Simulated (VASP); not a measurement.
Wanted: the native input for a VASP 6.6.1 run.

* Task: work function
* Functional: PBE
* Potentials or basis: VASP PAW PBE potentials, release 64 (Sr_sv)
* Cutoff: 520 eV
* k mesh: 7 × 7 × 1
* Occupations: fermi-dirac, width 0.05 eV
* Spin: no spin polarisation
* Dipole correction: yes
* Further INCAR settings: ALGO = Normal; EDIFF = 1e-06

The structure of Sr lies in POSCAR:

```
Sr
1.0
    4.3100002206      0.0000000000      0.0000000000
   -2.1550001103      3.7325696815      0.0000000000
    0.0000000000      0.0000000000     22.0500000000
Sr
3
Direct
    0.3333333333      0.6666666666      0.3401360544
    0.6666666667      0.3333333334      0.5000000000
    0.3333333333      0.6666666666      0.6598639456
```

The slab is cut from a database's or a generator's crystal, which needn't be the stable form of the element.

One way to write it, as run:

INCAR

```
SYSTEM = Sr
PREC = Accurate
ENCUT = 520
EDIFF = 1E-6
ISMEAR = -1
SIGMA = 0.05
LREAL = .False.
LASPH = .True.
NELM = 100
ALGO = Normal
ISIF = 2
LWAVE = .False.
LCHARG = .True.
LDIPOL = .True.
IDIPOL = 3
DIPOL = 0.5 0.5 0.500
GGA = PE
LELF = .True.
LVHAR = .True.
LVACPOTAV = .True.
```

KPOINTS

```
Automatic mesh
0
Gamma
  7 7 1
  0 0 0
```

Potentials or basis: VASP PAW PBE potentials, release 64 (Sr_sv).

The run is started by

```bash
$ cat potpaw_PBE.64/Sr_sv/POTCAR > POTCAR
$ mpirun -np 1 vasp_std > vasp.out
```

It gave:

```yaml
Largest_force: 0.070 eV/Å
Band_gap_on_the_k_mesh: none (metal or under the smearing width)
Work_function_of_the_upper_face: 2.65 eV
Work_function_of_the_lower_face: 2.65 eV
```

Run time: 66 s on 1 thread of Intel(R) Xeon(R) Platinum 8488C (Sapphire Rapids) (shared host), peak memory 0.41 GiB.
